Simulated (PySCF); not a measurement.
# Ag (P6_3/mmc) in PySCF: density of states with PBEsol

Aim: the density of states of Ag with PBEsol.

Program: PySCF 2.14.0. These are calculated values, not measurements. Logs are shortened: lines on timing, memory, paths and dates and some standing lists are left out, and cuts for length are marked.

## Step 1: The crystal as given

It takes space group P6_3/mmc (No. 194, hexagonal). The conventional cell has a = 2.930 Å, b = 2.930 Å, c = 4.790 Å, α = 90.00°, β = 90.00°, γ = 120.00°. Ag (site symmetry -6m2) is surrounded by 12 Ag at 2.93 Å.

This isn't the form of Ag at room conditions, which is fcc.

## Step 2: Density of states, PBEsol

The input, run.py:

```python
import json
import numpy as np
from pyscf.pbc import gto, scf, dft, df

cell = gto.Cell()
cell.a = '''
  2.9300000000    0.0000000000    0.0000000000
 -1.4650000000    2.5374544331    0.0000000000
  0.0000000000    0.0000000000    4.7900000000'''
cell.atom = '''
Ag   1.4650000001    0.8458181443    3.5925000000
Ag  -0.0000000001    1.6916362888    1.1975000000'''
cell.unit = 'A'
cell.basis = 'DZVP-MOLOPT-SR-GTH-q11'
cell.pseudo = 'GTH-PBE-q11'
cell.ke_cutoff = 77  # hartree
cell.exp_to_discard = 0.02
cell.precision = 1e-08
cell.space_group_symmetry = True
cell.symmorphic = False
cell.max_memory = 5880  # MB
cell.verbose = 4
cell.build()

res = {}
kpts = cell.make_kpts([10, 10, 6], space_group_symmetry=True, time_reversal_symmetry=True)
cell.space_group_symmetry = False  # the mesh holds the operations; no search on the supercells of the integral code
mf = dft.KRKS(cell, kpts, xc='pbesol')
mf = mf.multigrid_numint()
mf = mf.smearing(sigma=0.00183747, method='fermi')  # hartree
mf.conv_tol = 1e-07
mf.max_cycle = 60

mf.kernel()
res.update(converged=bool(mf.converged), e_tot=mf.e_tot, nelec=cell.nelectron, nao=cell.nao, mesh=list(map(int, cell.mesh)), a=cell.lattice_vectors().tolist(), coords=cell.atom_coords().tolist(),
           mo_energy=[np.real(x).tolist() for x in mf.mo_energy], mo_occ=[np.real(x).tolist() for x in mf.mo_occ])
res.update(e_free=mf.e_free, e_zero=mf.e_zero)
res.update(kpts=kpts.kpts_scaled_ibz.tolist(), weights=kpts.weights_ibz.tolist())
res['parts'] = {k: float(np.real(v)) for k, v in mf.scf_summary.items() if np.isscalar(v)}
json.dump(res, open('results.json', 'w'))
if not mf.converged:
    raise SystemExit('SCF not converged')

print('levels (eV)')
for i, kp in enumerate(res['kpts'][:40]):
    print('k %7.4f %7.4f %7.4f  ' % tuple(kp), ' '.join('%.3f' % (x * 27.211386) for x in res['mo_energy'][i][:16]))

mf = mf.to_khf()  # unfold to the whole mesh
kpts = mf.kpts
# Mulliken populations
dm, s = np.asarray(mf.make_rdm1()), np.asarray(mf.get_ovlp())
sites = cell.aoslice_by_atom()[:, 2:]
tot = np.einsum('kij,kji->i', dm, s).real / len(kpts)
res['mulliken'] = [cell.atom_charge(i) - tot[a0:a1].sum() for i, (a0, a1) in enumerate(sites)]
print('Mulliken charges', np.round(res['mulliken'], 5))

# density of states, Gaussians of 0.15 eV
e = np.asarray(mf.mo_energy).real.reshape(1, -1) * 27.211386
ef = mf.get_fermi()
ef = np.max(ef) * 27.211386
x = np.arange(-15, 10.01, 0.1) + round(ef, 1)
dos = np.exp(-((x[:, None, None] - e) / 0.15) ** 2 / 2).sum(-1).T / (0.15 * np.sqrt(2 * np.pi) * len(kpts)) * 2
res.update(dos_e=x.tolist(), dos=dos.tolist())
for a, b in zip(x[::5], dos.T[::5]):
    print('%8.2f' % a, ' '.join('%9.4f' % y for y in b))

# density on a uniform mesh
grids = dft.gen_grid.UniformGrids(cell)
grids.mesh = [17, 17, 25]
grids.build()
ni = dft.numint.KNumInt()
rho = [ni.get_rho(cell, x, grids, kpts) for x in [dm]]
np.save('rho.npy', np.reshape(rho, (-1, *grids.mesh)))
res['done'] = True
json.dump(res, open('results.json', 'w'))
```

Potentials or basis: DZVP-MOLOPT-SR/GTH-PBE (potentials made for PBE).

Command:

```sh
$ OMP_NUM_THREADS=4 python -u run.py > log
```

What it wrote:

```text
Discarded 0 diffused primitive functions, 0 contracted functions

PySCF version 2.14.0

[INPUT] verbose = 4
[INPUT] num. atoms = 2
[INPUT] num. electrons = 22
[INPUT] charge = 0
[INPUT] spin (= nelec alpha-beta = 2S) = 0
[INPUT] symmetry False subgroup None
[INPUT] Mole.unit = A
[INPUT] Symbol           X                Y                Z      unit          X                Y                Z       unit  Magmom
[INPUT]  1 Ag     1.465000000100   0.845818144300   3.592500000000 AA    2.768448772677   1.598364643915   6.788841102500 Bohr   0.0
[INPUT]  2 Ag    -0.000000000100   1.691636288800   1.197500000000 AA   -0.000000000189   3.196729288208   2.262947034167 Bohr   0.0

nuclear repulsion = -70.8193477084877
number of shells = 8
number of NR pGTOs = 160
number of NR cGTOs = 50
basis = DZVP-MOLOPT-SR-GTH-q11
ecp = {}
lattice vectors  a1 [5.536897545, 0.000000000, 0.000000000]
                 a2 [-2.768448772, 4.795093932, 0.000000000]
                 a3 [0.000000000, 0.000000000, 9.051788137]
dimension = 3
low_dim_ft_type = None
Cell volume = 240.324
exp_to_discard = 0.02
rcut = 32.480073214940184 (nimgs = [7 7 4])
precision = 1e-08
pseudo = GTH-PBE-q11
ke_cutoff = 77
    = [23 23 38] mesh (20102 PWs)
[Cell] Point group symbol:  6/mmm
time reversal: False
k-points in IBZ                         weights
  0:  0.000000,  0.000000,  0.000000    1/600
  1:  0.000000,  0.000000,  0.500000    1/600
  2:  0.000000,  0.000000,  0.666667    2/600
  3:  0.000000,  0.000000,  0.833333    2/600
  4:  0.500000,  0.500000,  0.000000    3/600
  5:  0.500000,  0.500000,  0.500000    3/600
[... 48 lines left out ...]
 54:  0.900000,  0.900000,  0.666667    12/600
 55:  0.900000,  0.900000,  0.833333    12/600

******** <class 'pyscf.pbc.scf.smearing.SmearingKsymAdaptedKRKS'> ********
method = SmearingKsymAdaptedKRKS
initial guess = minao
damping factor = 0
level_shift factor = 0
DIIS = <class 'pyscf.scf.diis.CDIIS'>
diis_start_cycle = 1
diis_space = 8
diis_damp = 0
SCF conv_tol = 1e-07
SCF conv_tol_grad = None
SCF max_cycles = 60
direct_scf = True
direct_scf_tol = 1e-13

******** PBC SCF flags ********
N kpts (BZ) = 600
N kpts (IBZ) = 56
Exchange divergence treatment (exxdiv) = ewald
    madelung (= occupied orbital energy shift) = 0.05449897620053501
    Total energy shift due to Ewald probe charge = -1/2 * Nelec*madelung = -0.599488738206
DF object = <pyscf.pbc.df.fft.FFTDF object>
XC functionals = pbesol
small_rho_cutoff = 0
Uniform grid, mesh = [23 23 38]
Set gradient conv threshold to 0.000316228
nelec by numeric integration = 21.999999999998796
init E= -73.9202087848991
    sigma = 0.00183747  Optimized mu = 0.47118839993  entropy = 0.164208524412
nelec by numeric integration = 22.000000000015312
    Total E(T) = -73.8639591415376  Free energy = -73.864260869775  E0 = -73.8641100056563
cycle= 1 E= -73.8639591415376  delta_E= 0.0562  |g|= 2.28  |ddm|= 24.5
    sigma = 0.00183747  Optimized mu = 0.430661300024  entropy = 0.0978489906638
nelec by numeric integration = 21.999999999974577
    Total E(T) = -73.8333527513461  Free energy = -73.8335325459309  E0 = -73.8334426486385
cycle= 2 E= -73.8333527513461  delta_E= 0.0306  |g|= 2.92  |ddm|= 55.2
    sigma = 0.00183747  Optimized mu = 0.450868586328  entropy = 0.110692944257
nelec by numeric integration = 21.999999999997186
    Total E(T) = -73.9224450124952  Free energy = -73.9226484074595  E0 = -73.9225467099773
cycle= 3 E= -73.9224450124952  delta_E= -0.0891  |g|= 0.0429  |ddm|= 32.6
    sigma = 0.00183747  Optimized mu = 0.450717307624  entropy = 0.111901374233
nelec by numeric integration = 21.99999999999747
    Total E(T) = -73.9224649441785  Free energy = -73.9226705595966  E0 = -73.9225677518876
cycle= 4 E= -73.9224649441785  delta_E= -1.99e-05  |g|= 0.0023  |ddm|= 0.398
    sigma = 0.00183747  Optimized mu = 0.450689142106  entropy = 0.111858355707
nelec by numeric integration = 21.999999999997442
    Total E(T) = -73.922465080227  Free energy = -73.9226706165998  E0 = -73.9225678484134
cycle= 5 E= -73.922465080227  delta_E= -1.36e-07  |g|= 0.000128  |ddm|= 0.024
    sigma = 0.00183747  Optimized mu = 0.450688061102  entropy = 0.111856924954
nelec by numeric integration = 21.99999999999744
    Total E(T) = -73.922465082996  Free energy = -73.9226706167399  E0 = -73.9225678498679
cycle= 6 E= -73.922465082996  delta_E= -2.77e-09  |g|= 5.44e-06  |ddm|= 0.00105
    sigma = 0.00183747  Optimized mu = 0.450688003364  entropy = 0.111856772247
nelec by numeric integration = 21.999999999997442
    Total E(T) = -73.922465083279  Free energy = -73.9226706167423  E0 = -73.9225678500107
Extra cycle  E= -73.922465083279  delta_E= -2.83e-10  |g|= 4.81e-06  |ddm|= 9.65e-05
converged SCF energy = -73.922465083279
levels (eV)
k  0.0000  0.0000  0.0000   4.781 6.141 7.645 7.740 7.741 7.962 7.963 8.291 8.291 9.241 9.241 11.930 15.679 30.707 30.707 33.121
k  0.0000  0.0000  0.5000   6.107 6.107 7.686 7.686 7.686 7.686 7.879 7.879 8.945 8.945 8.945 8.945 23.292 23.292 32.242 32.242
k  0.0000  0.0000  0.6667   5.523 6.247 7.563 7.649 7.649 7.792 7.792 8.685 8.685 9.054 9.130 9.130 20.059 26.804 31.435 31.435
k  0.0000  0.0000  0.8333   4.980 6.180 7.606 7.691 7.692 7.910 7.910 8.421 8.421 9.219 9.220 10.760 17.219 30.892 30.892 30.913
k  0.5000  0.5000  0.0000   6.218 6.526 6.547 7.649 7.955 8.144 8.580 9.371 9.416 9.501 12.384 13.754 19.034 19.292 21.407 22.544
k  0.5000  0.5000  0.5000   6.264 6.264 6.882 6.882 8.431 8.431 9.201 9.201 9.451 9.451 13.054 13.054 16.676 16.676 25.888 25.888
[... 32 lines left out ...]
k  0.9000  0.1000  0.6667   5.759 6.435 7.514 7.590 7.655 7.760 7.910 8.385 8.656 8.755 9.136 9.962 20.232 27.048 28.201 29.908
k  0.9000  0.1000  0.8333   5.227 6.337 7.519 7.720 7.810 7.833 8.030 8.351 8.373 8.772 9.244 11.454 17.373 27.591 29.191 31.007
Mulliken charges [0. 0.]
   -2.70    0.0000
   -2.20    0.0000
   -1.70    0.0000
   -1.20    0.0000
   -0.70    0.0000
   -0.20    0.0000
[... 43 lines left out ...]
   21.80    0.5840
   22.30    0.9111
```

Wall time 10 min (4 threads of AMD EPYC 7R43 (Zen 3), shared host); peak memory 5.5 GiB.

Results:

```yaml
Free_energy: -2011.5383 eV
Band_gap_on_the_k_mesh: none (metal or under the smearing width)
```

States per cell in windows of 1 eV (zero at the Fermi level; states under -8 eV left out):
```csv
from (eV),total
-8.0,0.05
-7.0,0.59
-6.0,5.35
-5.0,6.57
-4.0,5.98
-3.0,2.44
-2.0,0.43
-1.0,0.60
0.0,0.52
1.0,0.49
2.0,0.58
3.0,0.31
4.0,0.54
5.0,0.80
6.0,0.89
7.0,0.86
```

Caveat: the basis of atomic orbitals isn't converged, which shifts pressures, moduli and gaps.
